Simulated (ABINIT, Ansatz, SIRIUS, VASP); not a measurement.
## ScAl3: equilibrium volume by level of theory

The structure is cubic, space group Pm-3m (No. 221). The conventional cell has a = 4.088 Å, b = 4.088 Å, c = 4.088 Å, α = 90.00°, β = 90.00°, γ = 90.00°. Sc (site symmetry m-3m) is surrounded by 12 Al at 2.89 Å. Al (site symmetry 4/mmm) is surrounded by 4 Sc at 2.89 Å and 8 Al at 2.89 Å.

```tsv
rung	level	program and potentials	cutoff (eV)	k mesh	smearing	task	equilibrium volume (Å³/atom)	miss	notes
LDA	LDA	ABINIT, JTH PAW LDA v2.0	408	5 × 5 × 5	fermi-dirac 0.05	relaxation of cell and atoms	16.37	-5.2 %	-
GGA + dispersion	PBE+D3(BJ)	VASP, PBE PAW files Al, Sc_sv, 600 eV	600	7 × 7 × 7	fermi-dirac 0.05	relaxation of cell and atoms	16.60	-3.9 %	-
GGA + dispersion	PBE+D3(zero damping)	VASP, PBE PAW files Al, Sc_sv, 600 eV	600	7 × 7 × 7	fermi-dirac 0.05	relaxation of cell and atoms	16.80	-2.7 %	-
GGA + dispersion	PBE+D4	VASP, PBE PAW files Al, Sc_sv, 600 eV	600	7 × 7 × 7	fermi-dirac 0.05	relaxation of cell and atoms	16.71	-3.2 %	-
GGA	PBEsol	Ansatz, all-electron LAPW, scalar-relativistic	-	7 × 7 × 7	fermi-dirac 0.05	equation of state	16.86	-2.4 %	-
GGA	PBEsol	SIRIUS, all-electron FP-LAPW, apw+lo standard	-	7 × 7 × 7	fermi-dirac 0.05	equation of state	16.86	-2.4 %	-
GGA + dispersion	PBEsol+D3(BJ)	VASP, PBE PAW files Al, Sc_sv, 600 eV	600	7 × 7 × 7	fermi-dirac 0.05	relaxation of cell and atoms	16.25	-5.9 %	potentials made for PBE
GGA + dispersion	PBEsol+D3(zero damping)	VASP, PBE PAW files Al, Sc_sv, 600 eV	600	7 × 7 × 7	fermi-dirac 0.05	relaxation of cell and atoms	(a)	?	potentials made for PBE
GGA	RPBE	SIRIUS, all-electron FP-LAPW, apw+lo standard	-	7 × 7 × 7	fermi-dirac 0.05	equation of state	17.70	+2.5 %	-
non-local van der Waals functional	BEEF-vdW	VASP, PBE PAW files Al, Sc_sv, 600 eV	600	7 × 7 × 7	fermi-dirac 0.05	relaxation of cell and atoms	17.16	-0.6 %	potentials made for PBE
non-local van der Waals functional	PBE+rVV10	VASP, PBE PAW files Al, Sc_sv, 600 eV	600	7 × 7 × 7	fermi-dirac 0.05	relaxation of cell and atoms	(b)	?	-
non-local van der Waals functional	optB86b-vdW	VASP, PBE PAW files Al, Sc_sv, 600 eV	600	7 × 7 × 7	fermi-dirac 0.05	relaxation of cell and atoms	17.11	-0.9 %	potentials made for PBE
non-local van der Waals functional	optB88-vdW	VASP, PBE PAW files Al, Sc_sv, 600 eV	600	7 × 7 × 7	fermi-dirac 0.05	relaxation of cell and atoms	17.25	-0.1 %	potentials made for PBE
non-local van der Waals functional	optPBE-vdW	VASP, PBE PAW files Al, Sc_sv, 600 eV	600	7 × 7 × 7	fermi-dirac 0.05	relaxation of cell and atoms	17.41	+0.8 %	potentials made for PBE
non-local van der Waals functional	rev-vdW-DF2	VASP, PBE PAW files Al, Sc_sv, 600 eV	600	7 × 7 × 7	fermi-dirac 0.05	relaxation of cell and atoms	17.12	-0.9 %	potentials made for PBE
non-local van der Waals functional	vdW-DF	VASP, PBE PAW files Al, Sc_sv, 600 eV	600	7 × 7 × 7	fermi-dirac 0.05	relaxation of cell and atoms	17.76	+2.8 %	potentials made for PBE
non-local van der Waals functional	vdW-DF-cx	VASP, PBE PAW files Al, Sc_sv, 600 eV	600	7 × 7 × 7	fermi-dirac 0.05	relaxation of cell and atoms	17.03	-1.4 %	potentials made for PBE
non-local van der Waals functional	vdW-DF2	VASP, PBE PAW files Al, Sc_sv, 600 eV	600	7 × 7 × 7	fermi-dirac 0.05	relaxation of cell and atoms	17.71	+2.5 %	potentials made for PBE
```

All rows: no spin polarisation. Smearing widths are in eV. For a metal such meshes aren't converged. Meshes differ between rows, which moves values too. Meshes are those of the run's cell of 4 atoms unless a note names another. Relaxations start from the cell shown or near it and stop with a little pressure left. The cell shown, of 17.08 Å³ an atom, is the runs' start and not the measured value. Misses use the values as printed. Runs on faulty files, with rough fits or with known faults for this quantity aren't shown. No row holds spin-orbit coupling.

Measured: 17.27 Å³/atom at 300 K (pmc:8067998, doi:10.3390/ma14081837). The runs are for a static lattice.

Q: Estimate the values left out from the other rows.

A: (a) 16.49 Å³/atom, miss -4.5 %; (b) 17.19 Å³/atom, miss -0.5 %.
